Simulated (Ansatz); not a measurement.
# Ta2CF2 MXene monolayer in a perpendicular field, part 3 of 4

What dipole does a perpendicular field induce in the Ta2CF2 MXene monolayer? A positive field points along +c.

Ansatz 0.2.0; plane-wave DFT, PBE-D3(BJ), Ansatz PAW (the session's first sound run).

So far. Step 7 (Single point, field -0.3 V/Å): The dipole is -0.0772 e·Å. Step 8 (Response, atoms held): The induced dipole is that of a conductor 5.31 Å thick.

**9. Field on, atoms free, field 0.1 V/Å**

This step: plane-wave DFT, PBE-D3(BJ), Ansatz PAW (Ansatz 0.2.0).

Now the atoms may follow the field. A weak field makes forces of meV/Å to tens of meV/Å, so the force tolerance is set well below the usual one.

input.yaml reads:

```yaml
crystal:
  lattice:
    - [3.1824949946, 0.0, 0.0]
    - [-1.5912474973, 2.7561215128, 0.0]
    - [0.0, 0.0, 23.0035240527]
  atoms:
    - { symbol: F, position: [0.3333333333, 0.6666666667, 0.3912444015] }
    - { symbol: Ta, position: [0.6666666667, 0.3333333333, 0.4524431154] }
    - { symbol: C, position: [0.0, 0.0, 0.5] }
    - { symbol: Ta, position: [0.3333333333, 0.6666666667, 0.5475568846] }
    - { symbol: F, position: [0.6666666667, 0.3333333333, 0.6087555985] }
kpoints:
  mp_grid: { grid: [12, 12, 1] }
hamiltonian:
  xc: pbe
  dispersion: d3bj
scf:
  occupations: { method: fermi_dirac, width: 0.02585 }
  convergence: { dr2_threshold: 1.0e-10 }
efield:
  axis: 3
  dipole_correction: true
  ramp_position: 0.9248
  ramp_width: 0.1504
  amplitude: 0.1
relax:
  f_tol: 0.001
  max_steps: 60
output:
  write_potential: true
  write_density: true
  volumetric_format: npy
```

Launch:

```
$ ansatz run input.yaml --threads 4 --pin off --max-ram 6144MiB --backend cpu --events-out ev --progress --plain --runs-dir out
```

Numbers of over 12 decimals in the logs are rounded to 6 here.

The log of the run:

```text
[...]
Crystal: 5 atoms, lattice volume = 201.772 Å³
Basis set: ecut = 420 eV, 3965 PW (Γ), exchange–correlation on 48×48×320 points (8 copies of the dense FFT grid, shifted against one another)
Bands: 27, of which v1, the nominal top of the filled ones, is band 22 counted from 1 (21 counted from 0)
Symmetry: 6 space group operations
k-points: 19 of 144 (time reversal used)
[...]
SCF iter   1: F=—  HF=-21740.059735 eV  |F-HF|=—  |Δ(HF+E_count)|=         —  Δρ=7.02e-2  dr2=1.73e1  ethr=3.10e-3  p=0.031 e·Å  D=2.74e-2 V/Å  ΔV_dip=-0.63 eV  dr2_dipole=2.18e-4  V_vac-E_F(+/−)=6.77/5.51 eV  ⟨swp⟩=9.6  Hψ=3002  notcnv=0
[...]
SCF iter  11: F=-21735.505128 eV  HF=-21735.505128 eV  |F-HF|=5.75e-10  |Δ(HF+E_count)|=   2.29e-8  Δρ=1.92e-7  dr2=5.02e-11  ethr=1.00e-12  p=0.026 e·Å  D=2.31e-2 V/Å  ΔV_dip=-0.53 eV  dr2_dipole=1.15e-13  V_vac-E_F(+/−)=4.41/3.06 eV  ⟨swp⟩=9.5  Hψ=3474  notcnv=0
SCF 1 converged in 11 iterations: F = -21735.505128 eV  dr2 = 5.02e-11
[...]
relax step   1: F+E_penalty+E_count = -21735.50512831 eV  Δ(F+E_penalty+E_count) = +0.000e0 eV  max|allowed force component| = 6.101e-2 eV/Å  Δτ_max = 0.0000 Å  (11 SCF iters, accepted)
[...]
SCF iter   8: F=-21735.505263 eV  HF=-21735.505263 eV  |F-HF|=2.58e-10  |Δ(HF+E_count)|=   7.13e-9  Δρ=8.65e-8  dr2=1.07e-11  ethr=1.00e-12  p=0.030 e·Å  D=2.71e-2 V/Å  ΔV_dip=-0.62 eV  dr2_dipole=1.02e-13  V_vac-E_F(+/−)=4.36/3.10 eV  ⟨swp⟩=8.9  Hψ=3242  notcnv=0
SCF 2 converged in 8 iterations: F = -21735.505263 eV  dr2 = 1.07e-11
relax step   2: F+E_penalty+E_count = -21735.50526303 eV  Δ(F+E_penalty+E_count) = -1.347e-4 eV  max|allowed force component| = 3.315e-2 eV/Å  Δτ_max = 0.0043 Å  (8 SCF iters, accepted)
SCF iter   1: F=—  HF=-21735.505424 eV  |F-HF|=—  |Δ(HF+E_count)|=         —  Δρ=9.39e-5  dr2=3.10e-5  ethr=9.36e-7  p=0.030 e·Å  D=2.71e-2 V/Å  ΔV_dip=-0.62 eV  dr2_dipole=6.96e-6  V_vac-E_F(+/−)=4.36/3.10 eV  ⟨swp⟩=2.2  Hψ=1014  notcnv=0  defer=9
[...]
SCF iter   7: F=-21735.505302 eV  HF=-21735.505302 eV  |F-HF|=6.88e-10  |Δ(HF+E_count)|=   1.75e-9  Δρ=1.20e-7  dr2=1.52e-11  ethr=1.00e-12  p=0.029 e·Å  D=2.61e-2 V/Å  ΔV_dip=-0.60 eV  dr2_dipole=4.74e-16  V_vac-E_F(+/−)=4.37/3.09 eV  ⟨swp⟩=8.7  Hψ=3214  notcnv=0
SCF 3 converged in 7 iterations: F = -21735.505302 eV  dr2 = 1.52e-11
relax step   3: F+E_penalty+E_count = -21735.50530210 eV  Δ(F+E_penalty+E_count) = -3.907e-5 eV  max|allowed force component| = 6.704e-3 eV/Å  Δτ_max = 0.0014 Å  (7 SCF iters, accepted)
[...]
relax step   4: F+E_penalty+E_count = -21735.50530316 eV  Δ(F+E_penalty+E_count) = -1.055e-6 eV  max|allowed force component| = 4.650e-3 eV/Å  Δτ_max = 0.0001 Å  (5 SCF iters, accepted)
[...]
relax step   5: F+E_penalty+E_count = -21735.50530389 eV  Δ(F+E_penalty+E_count) = -7.351e-7 eV  max|allowed force component| = 1.664e-3 eV/Å  Δτ_max = 0.0002 Å  (5 SCF iters, accepted)
SCF iter   1: F=—  HF=-21735.505318 eV  |F-HF|=—  |Δ(HF+E_count)|=         —  Δρ=5.54e-6  dr2=1.55e-7  ethr=2.77e-9  p=0.029 e·Å  D=2.60e-2 V/Å  ΔV_dip=-0.60 eV  dr2_dipole=3.35e-8  V_vac-E_F(+/−)=4.37/3.09 eV  ⟨swp⟩=3.5  Hψ=1614  notcnv=0  defer=9
[...]
SCF iter   5: F=-21735.505304 eV  HF=-21735.505304 eV  |F-HF|=6.55e-11  |Δ(HF+E_count)|=  6.37e-10  Δρ=6.39e-8  dr2=7.05e-12  ethr=1.00e-12  p=0.029 e·Å  D=2.61e-2 V/Å  ΔV_dip=-0.60 eV  dr2_dipole=5.76e-15  V_vac-E_F(+/−)=4.37/3.09 eV  ⟨swp⟩=8.6  Hψ=3045  notcnv=0
SCF 6 converged in 5 iterations: F = -21735.505304 eV  dr2 = 7.05e-12
relax step   6: F+E_penalty+E_count = -21735.50530397 eV  Δ(F+E_penalty+E_count) = -8.225e-8 eV  max|allowed force component| = 1.129e-4 eV/Å  Δτ_max = 0.0001 Å  (5 SCF iters, accepted)
[...]
the band table was solved once a step of the walk had ended and its energy, with any forces and stress, was formed, with the checks that follow a solve (3066 applications of the Hamiltonian). They found nothing against the state; the energy, forces and stress were not computed again (output.eigenvalues in the input reference)
[...]
SCF converged after 5 iterations
Free energy (F): -21735.505304 eV
[...]
Internal energy: -21735.501589 eV  (E = F + TS)
E sigma→0 (E₀):  -21735.503446 eV
Entropy (-TS):   -0.003715 eV (-0.743 meV/atom)
Fermi energy:    2.053828 eV
Dipole field:    D = 0.026055 V/Å  (p = 0.029053 e·Å, saw-weighted, corrected)
Work function:   not extracted (applied field tilts the vacuum); planar V_es + V_field profile in the machine report
[...]
--- Forces (eV/Å), atoms counted from 1 ---
  atom   1  F      0.00000000     0.00000000    -0.00003222
  atom   2  Ta    -0.00000000    -0.00000000     0.00011211
  atom   3  C      0.00000000     0.00000000    -0.00001600
  atom   4  Ta     0.00000000     0.00000000    -0.00006125
  atom   5  F     -0.00000000     0.00000000    -0.00000677
  max |Σ_I F_I| component: 4.13e-6 eV/Å
--- Band table (eV; the first three rows and the last of 19) ---
  k-point 0: bands = [... 18 lower, -3.1684, -3.1684, 0.2641, 0.2641, 1.3786, 2.5955, 3.3142, 3.3142, ... 1 higher]
  k-point 1: bands = [... 18 lower, -3.3851, -3.2003, 0.0198, 0.4262, 1.4135, 2.8879, 3.1068, 3.3068, ... 1 higher]
  k-point 2: bands = [... 18 lower, -3.7439, -3.2516, -0.5084, 0.8863, 1.4999, 2.7075, 3.2649, 3.4170, ... 1 higher]
  k-point 18: bands = [... 18 lower, -4.1841, -3.1009, 0.8237, 1.3460, 1.3596, 3.9777, 4.1012, 4.1169, ... 1 higher]
--- Relaxed structure (6 steps of the walk, 6 accepted, 0 SCFs on fresh bases) ---
  F+E_penalty+E_count = -21735.50530397 eV   max|allowed force component| = 1.129e-4 eV/Å
  atoms:
    - { symbol: F, position: [0.333333, 0.666667, 0.391123] }
    - { symbol: Ta, position: [0.666667, 0.333333, 0.452499] }
    - { symbol: C, position: [0, 0, 0.500043] }
    - { symbol: Ta, position: [0.333333, 0.666667, 0.547660] }
    - { symbol: F, position: [0.666667, 0.333333, 0.608674] }
```

The job ended after 12 s (4 threads of Arm Neoverse V1, shared host; peak memory 0.49 GiB).

Hardly anything moved in the relaxation; the energy changed by under 0.2 meV an atom.

This step gave:

* energy at zero smearing: -21735.5034 eV
* dipole along the normal: 0.02905 e·Å

The relaxation took 6 steps and lowered the energy by 1.8e-4 eV; the largest force on the free atoms ends at 1.1e-4 eV/Å.

The dipole is 0.0291 e·Å.

**10. Relaxing in the field, field -0.1 V/Å**

The opposite sign, again from the field-free geometry; the difference of the two cancels what relaxes without a field.

input.yaml, as its differences from that of step 9:

```diff
@@ -24,3 +24,3 @@
   ramp_width: 0.1504
-  amplitude: 0.1
+  amplitude: -0.1
 relax:
```

The log of the run:

```text
[...]
Crystal: 5 atoms, lattice volume = 201.772 Å³
Basis set: ecut = 420 eV, 3965 PW (Γ), exchange–correlation on 48×48×320 points (8 copies of the dense FFT grid, shifted against one another)
Bands: 27, of which v1, the nominal top of the filled ones, is band 22 counted from 1 (21 counted from 0)
Symmetry: 6 space group operations
k-points: 19 of 144 (time reversal used)
[...]
--- Relaxed structure (6 steps of the walk, 6 accepted, 0 SCFs on fresh bases) ---
  F+E_penalty+E_count = -21735.50530397 eV   max|allowed force component| = 1.130e-4 eV/Å
  atoms:
    - { symbol: F, position: [0.333333, 0.666667, 0.391326] }
    - { symbol: Ta, position: [0.666667, 0.333333, 0.452340] }
    - { symbol: C, position: [0, 0, 0.499957] }
    - { symbol: Ta, position: [0.333333, 0.666667, 0.547501] }
    - { symbol: F, position: [0.666667, 0.333333, 0.608877] }
[key lines of the parts left out:]
SCF converged after 5 iterations
Free energy (F): -21735.505304 eV
Fermi energy:    2.053828 eV
Dipole field:    D = -0.026055 V/Å  (p = -0.029053 e·Å, saw-weighted, corrected)
```

The job ended after 12 s (4 threads; peak memory 0.49 GiB; 47 s of CPU time).

Hardly anything moved in the relaxation; the energy changed by under 0.2 meV an atom.

This step gave:

```yaml
dipole_along_the_normal: -0.02905 e·Å
```

The relaxation took 6 steps and lowered the energy by 1.8e-4 eV; the largest force on the free atoms ends at 1.1e-4 eV/Å.

The dipole is -0.0291 e·Å.

**11. Response, atoms relaxed**

This step: plane-wave DFT, PBE-D3(BJ), Ansatz PAW; response to a field along the normal, atoms relaxed (Ansatz 0.2.0).

The same analysis on the two relaxed runs holds the ionic part too; their mesh is coarser, so small differences from the held value can come from that.

This step gave:

```
equivalent conductor thickness p/(ε₀AE) : 5.994 Å
```

The dipole of the cell by applied field:

```tsv
applied field (V/Å)	dipole of the cell (e·Å)
-0.1000	-0.0291
0.1000	0.0291
```

Local field over the applied field, running mean. From the potentials at -0.1 and 0.1 V/Å; running mean over 2.5 Å. Local field over applied field against z:

```tsv
z (Å)	local field over applied field
4.5	1.000
5.0	1.000
5.5	0.999
6.0	0.995
6.5	0.980
7.0	0.897
7.5	0.776
8.0	0.833
8.5	0.694
9.0	0.407
9.5	0.106
10.0	0.0897
10.5	-0.0958
11.0	-0.0952
11.5	-0.172
12.0	-0.0948
12.5	-0.0968
13.0	0.0885
13.5	0.107
14.0	0.404
14.5	0.692
15.0	0.834
15.5	0.776
16.0	0.895
16.5	0.980
17.0	0.995
17.5	0.999
18.0	1.000
18.5	1.000
```

Electrons, planar mean, per unit field. Table of induced electron density by z:

z (Å), induced electron density (e/Å³ per V/Å) and a bar from the least value:
```
      5.0     0.0000 ###############
      5.5     0.0000 ###############
      6.0     0.0000 ###############
      6.5     0.0001 ###############
      7.0     0.0002 ###############
      7.5     0.0010 ###############
      8.0     0.0053 #################
      8.5     0.0323 ###########################
      9.0    -0.0004 ###############
      9.5    -0.0411 
     10.0    -0.0270 #####
     10.5     0.0028 ################
     11.0     0.0193 ######################
     11.5     0.0000 ###############
     12.0    -0.0192 ########
     12.5    -0.0030 ##############
     13.0     0.0267 #########################
     13.5     0.0410 ##############################
     14.0     0.0013 ###############
     14.5    -0.0326 ###
     15.0    -0.0053 #############
     15.5    -0.0011 ###############
     16.0    -0.0003 ###############
     16.5    -0.0001 ###############
     17.0     0.0000 ###############
     17.5     0.0000 ###############
     18.0     0.0000 ###############
```

The induced dipole is that of a conductor 5.99 Å thick.

**12. Same geometry, cutoff 420 eV, functional LDA**

This step: plane-wave DFT, LDA, Ansatz PAW (Ansatz 0.2.0).

The geometry is kept and the functional is LDA; other changes against the main runs: SCF threshold 1.0e-10 → 1.0e-09 eV, k-mesh 18×18×1 → 6×6×1 and no dispersion term, which doesn't act on the electrons.

input.yaml, the sections that differ from step 10:

```yaml
kpoints:
  mp_grid: { grid: [6, 6, 1] }
hamiltonian:
  xc: lda
scf:
  occupations: { method: fermi_dirac, width: 0.02585 }
  convergence: { dr2_threshold: 1.0e-09 }
efield:
  axis: 3
  dipole_correction: true
  ramp_position: 0.9248
  ramp_width: 0.1504
  amplitude: 0.1
# crystal, output: as in step 10
# relax: removed
```

The log of the run:

```text
[...]
Crystal: 5 atoms, lattice volume = 201.772 Å³
Basis set: ecut = 420 eV, 3965 PW (Γ)
Bands: 27, of which v1, the nominal top of the filled ones, is band 22 counted from 1 (21 counted from 0)
Symmetry: 6 space group operations
k-points: 7 of 36 (time reversal used)
[...]
SCF iter   1: F=—  HF=-21202.467650 eV  |F-HF|=—  |Δ(HF+E_count)|=         —  Δρ=6.63e-2  dr2=1.63e1  ethr=3.10e-3  p=0.031 e·Å  D=2.74e-2 V/Å  ΔV_dip=-0.63 eV  dr2_dipole=2.14e-4  V_vac-E_F(+/−)=7.38/6.13 eV  ⟨swp⟩=9.3  Hψ=1108  notcnv=0
[...]
SCF iter  12: F=-21198.127582 eV  HF=-21198.127582 eV  |F-HF|=1.82e-11  |Δ(HF+E_count)|=   3.67e-9  Δρ=2.82e-7  dr2=1.94e-10  ethr=2.27e-12  p=0.026 e·Å  D=2.30e-2 V/Å  ΔV_dip=-0.53 eV  dr2_dipole=3.73e-12  V_vac-E_F(+/−)=5.04/3.68 eV  ⟨swp⟩=9.9  Hψ=784  notcnv=0
SCF 1 converged in 12 iterations: F = -21198.127582 eV  dr2 = 1.94e-10
[...]
SCF converged after 12 iterations
Free energy (F): -21198.127582 eV
[...]
Internal energy: -21198.127581 eV  (E = F + TS)
E sigma→0 (E₀):  -21198.127581 eV
Entropy (-TS):   -0.000001 eV (-0.000 meV/atom)
Fermi energy:    1.420460 eV
Dipole field:    D = 0.023039 V/Å  (p = 0.025690 e·Å, saw-weighted, corrected)
Work function:   not extracted (applied field tilts the vacuum); planar V_es + V_field profile in the machine report
[...]
--- Band table (eV; the first three rows and the last of 7) ---
  k-point 0: bands = [... 18 lower, -3.5159, -3.5159, -0.1357, -0.1357, 0.9718, 2.0975, 2.8720, 2.8720, ... 1 higher]
  k-point 1: bands = [... 18 lower, -4.0804, -3.5993, -0.8992, 0.4853, 1.1059, 2.2743, 2.7889, 2.9806, ... 1 higher]
  k-point 2: bands = [... 18 lower, -3.7772, -3.5178, -1.9755, 1.7338, 2.0160, 2.7651, 3.1745, 3.7991, ... 1 higher]
  k-point 6: bands = [... 18 lower, -4.5025, -3.4272, 0.4290, 0.9549, 0.9585, 3.5416, 3.6682, 3.6714, ... 1 higher]
```

The job ended after 1.8 s (4 threads; peak memory 0.43 GiB).

This step gave:

```
dipole along the normal : 0.02569 e·Å
```

The dipole is 0.0257 e·Å.

**13. Same geometry, cutoff 420 eV, functional LDA (run 2)**

The same run in the opposite field.

input.yaml, as its differences from that of step 12:

```diff
@@ -23,3 +23,3 @@
   ramp_width: 0.1504
-  amplitude: 0.1
+  amplitude: -0.1
 output:
```

The log of the run:

```text
[...]
Crystal: 5 atoms, lattice volume = 201.772 Å³
Basis set: ecut = 420 eV, 3965 PW (Γ)
Bands: 27, of which v1, the nominal top of the filled ones, is band 22 counted from 1 (21 counted from 0)
Symmetry: 6 space group operations
k-points: 7 of 36 (time reversal used)
[...]
k-point 0: bands = [... 18 lower, -3.5159, -3.5159, -0.1357, -0.1357, 0.9718, 2.0975, 2.8720, 2.8720, ... 1 higher]
  k-point 1: bands = [... 18 lower, -4.0804, -3.5993, -0.8992, 0.4853, 1.1059, 2.2743, 2.7889, 2.9806, ... 1 higher]
  k-point 2: bands = [... 18 lower, -3.7772, -3.5178, -1.9755, 1.7338, 2.0160, 2.7651, 3.1745, 3.7991, ... 1 higher]
  k-point 6: bands = [... 18 lower, -4.5025, -3.4272, 0.4290, 0.9549, 0.9585, 3.5416, 3.6682, 3.6714, ... 1 higher]
[key lines of the parts left out:]
SCF converged after 12 iterations
Free energy (F): -21198.127582 eV
Fermi energy:    1.420460 eV
Dipole field:    D = -0.023039 V/Å  (p = -0.025690 e·Å, saw-weighted, corrected)
```

Run time: 1.8 s. Hardware: 4 threads; peak memory 0.43 GiB.

The dipole is -0.0257 e·Å.

**14. Response at this level**

This step: plane-wave DFT, LDA, Ansatz PAW; response to a field along the normal, atoms held (Ansatz 0.2.0).

The two signs of the field give the slope at this level.

Numbers from this step:

* equivalent conductor thickness p/(ε₀AE): 5.300 Å

The induced dipole is that of a conductor 5.30 Å thick.

**15. Same geometry, cutoff 420 eV, functional PBE**

This step: plane-wave DFT, PBE, Ansatz PAW (Ansatz 0.2.0).

The geometry is kept and the functional is PBE; other changes against the main runs: SCF threshold 1.0e-10 → 1.0e-09 eV, k-mesh 18×18×1 → 6×6×1 and no dispersion term, which doesn't act on the electrons.

input.yaml, as its differences from that of step 13:

```diff
@@ -14,3 +14,3 @@
 hamiltonian:
-  xc: lda
+  xc: pbe
 scf:
@@ -23,3 +23,3 @@
   ramp_width: 0.1504
-  amplitude: -0.1
+  amplitude: 0.1
 output:
```

The log of the run:

```text
[...]
Crystal: 5 atoms, lattice volume = 201.772 Å³
Basis set: ecut = 420 eV, 3965 PW (Γ)
Bands: 27, of which v1, the nominal top of the filled ones, is band 22 counted from 1 (21 counted from 0)
Symmetry: 6 space group operations
k-points: 7 of 36 (time reversal used)
[...]
k-point 0: bands = [... 18 lower, -3.1600, -3.1600, 0.2660, 0.2660, 1.3833, 2.5934, 3.3178, 3.3178, ... 1 higher]
  k-point 1: bands = [... 18 lower, -3.7346, -3.2424, -0.5057, 0.8880, 1.5040, 2.7111, 3.2648, 3.4206, ... 1 higher]
  k-point 2: bands = [... 18 lower, -3.4404, -3.1671, -1.5925, 2.1389, 2.4263, 3.2090, 3.6375, 4.2399, ... 1 higher]
  k-point 6: bands = [... 18 lower, -4.1691, -3.0923, 0.8242, 1.3548, 1.3584, 3.9819, 4.1100, 4.1132, ... 1 higher]
[key lines of the parts left out:]
SCF converged after 12 iterations
Free energy (F): -21734.455674 eV
Fermi energy:    1.822092 eV
Dipole field:    D = 0.023013 V/Å  (p = 0.025661 e·Å, saw-weighted, corrected)
```

Wall time 1.8 s (4 threads); peak memory 0.44 GiB; 6.3 s of CPU time.

The dipole is 0.0257 e·Å.

**16. Same geometry, cutoff 420 eV, functional PBE (run 2)**

The same run in the opposite field.

input.yaml, as its differences from that of step 15:

```diff
@@ -23,3 +23,3 @@
   ramp_width: 0.1504
-  amplitude: 0.1
+  amplitude: -0.1
 output:
```

The log of the run:

```text
[...]
Crystal: 5 atoms, lattice volume = 201.772 Å³
Basis set: ecut = 420 eV, 3965 PW (Γ)
Bands: 27, of which v1, the nominal top of the filled ones, is band 22 counted from 1 (21 counted from 0)
Symmetry: 6 space group operations
k-points: 7 of 36 (time reversal used)
[...]
k-point 0: bands = [... 18 lower, -3.1600, -3.1600, 0.2660, 0.2660, 1.3833, 2.5934, 3.3178, 3.3178, ... 1 higher]
  k-point 1: bands = [... 18 lower, -3.7346, -3.2424, -0.5057, 0.8880, 1.5040, 2.7111, 3.2648, 3.4206, ... 1 higher]
  k-point 2: bands = [... 18 lower, -3.4404, -3.1671, -1.5925, 2.1389, 2.4263, 3.2090, 3.6375, 4.2399, ... 1 higher]
  k-point 6: bands = [... 18 lower, -4.1691, -3.0923, 0.8242, 1.3548, 1.3584, 3.9819, 4.1100, 4.1132, ... 1 higher]
[key lines of the parts left out:]
SCF converged after 12 iterations
Free energy (F): -21734.455674 eV
Fermi energy:    1.822092 eV
Dipole field:    D = -0.023012 V/Å  (p = -0.025660 e·Å, saw-weighted, corrected)
```

It took 1.8 s on 4 threads; peak memory 0.44 GiB; 6.3 s of CPU time.

The dipole is -0.0257 e·Å.

**17. Response at this level**

This step: plane-wave DFT, PBE, Ansatz PAW; response to a field along the normal, atoms held (Ansatz 0.2.0).

The induced dipole is that of a conductor 5.29 Å thick.

**18. Same geometry, cutoff 500 eV, functional r2SCAN**

This step: plane-wave DFT, r2SCAN, Ansatz PAW (Ansatz 0.2.0).

The geometry is kept and the functional is r2SCAN; other changes against the main runs: SCF threshold 1.0e-10 → 1.0e-09 eV, cutoff 420 → 500, k-mesh 18×18×1 → 6×6×1 and no dispersion term, which doesn't act on the electrons.

input.yaml, as its differences from that of step 16:

```diff
@@ -14,3 +14,3 @@
 hamiltonian:
-  xc: pbe
+  xc: r2scan
 scf:
@@ -23,3 +23,3 @@
   ramp_width: 0.1504
-  amplitude: -0.1
+  amplitude: 0.1
 output:
```

The log of the run:

```text
[...]
Crystal: 5 atoms, lattice volume = 201.772 Å³
Basis set: ecut = 500 eV, 5117 PW (Γ), exchange–correlation on 96×96×720 points (64 copies of the dense FFT grid, shifted against one another)
Bands: 27, of which v1, the nominal top of the filled ones, is band 22 counted from 1 (21 counted from 0)
Symmetry: 6 space group operations
k-points: 7 of 36 (time reversal used)
[...]
k-point 0: bands = [... 18 lower, -3.5106, -3.5106, 0.1336, 0.1336, 1.3093, 2.7963, 3.3980, 3.3980, ... 1 higher]
  k-point 1: bands = [... 18 lower, -4.1272, -3.5842, -0.6637, 0.7784, 1.4425, 2.8315, 3.4358, 3.4921, ... 1 higher]
  k-point 2: bands = [... 18 lower, -3.8259, -3.5094, -1.8051, 2.1447, 2.3739, 3.3642, 3.7278, 4.3108, ... 1 higher]
  k-point 6: bands = [... 18 lower, -4.5998, -3.4524, 0.7130, 1.3133, 1.3166, 4.0850, 4.1961, 4.2000, ... 1 higher]
[key lines of the parts left out:]
SCF converged after 15 iterations
Free energy (F): -21762.619213 eV
Fermi energy:    1.794321 eV
Dipole field:    D = 0.022608 V/Å  (p = 0.025209 e·Å, saw-weighted, corrected)
```

Wall time 5.5 s (4 threads); peak memory 0.78 GiB; 21 s of CPU time.

The dipole is 0.0252 e·Å.

[end of part 3 of 4]

[Logs are printed without paths, hosts, clocks, repeated set-up lines and the standing remarks that a program may print on its own settings, such as how far it seeks lower states.]

[Hosts, paths, dates, database ids (printed as entryN), source tags and the programs' standing remarks are cut or masked in the printed files.]

[Maps of the electrostatic potential energy from Ansatz leave out the sawtooth potential of an applied field or a dipole correction, so their vacuum need not be flat; planar profiles and work functions include it.]
